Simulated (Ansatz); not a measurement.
InPd: moving In off its site

InPd, Pm-3m, a = 3.272 Å (as given, not relaxed at this level: 3.7 GPa). The structure is a Materials Project entry; whether it is the stable form wasn't checked. Ansatz: PBE, PAW, 420 eV, Γ-centred 14×14×14 mesh on 2 atoms, Gaussian smearing 0.15 eV; no spin polarisation.

```xyz
2
Lattice="3.2719 0.0000 0.0000 0.0000 3.2719 0.0000 0.0000 0.0000 3.2719" Properties=species:S:1:pos:R:3 pbc="T T T"
In    0.0000    0.0000    0.0000
Pd    1.6359    1.6359    1.6359
```

Atom 1 (In) moves by x along the unit vector (1.000, 0.000, 0.000), with its periodic images; all else is held. y is the free energy of the cell over the start, F the force along the path summed over the moved atoms. Symmetry makes y even in x.

| x (Å) | y (meV) | F (eV/Å) |
| --- | --- | --- |
| -0.1000 | 20.88 | 0.42 |
| -0.0500 | 5.22 | 0.21 |
| 0.0000 | 0.00 | 0.00 |
| 0.0125 | 0.33 | -0.05 |
| 0.0250 | 1.30 | -0.10 |
| 0.0375 | 2.93 | -0.16 |
| 0.0625 | 8.15 | -0.26 |
| 0.0750 | 11.74 | -0.31 |
| 0.0875 | ? | ? |

Problem. Fit y = c2 x² + c4 x⁴ to the energies of the other rows, give the force constant, and predict energy and force of the missing row.

Solution. Least squares on the rows shown. y = 2085.8 x² + 219.29 x⁴. The force constant is 2 c2 = 4.17 eV/Å², for the cell as given, at 3.7 GPa (for all images moving together, not for a lone atom). With two atoms in a cubic cell this is the optical mode at Γ (in a metal it hangs on mesh and smearing): ω = 521.5 √(2 c2/μ) = 143 cm⁻¹ for μ = 55.23 u. The force −dy/dx at the missing row is -0.37 eV/Å (computed -0.37). At x = 0.0875 the fit asked for gives 15.98 meV. The run gave 15.98 meV, the same to the digits shown.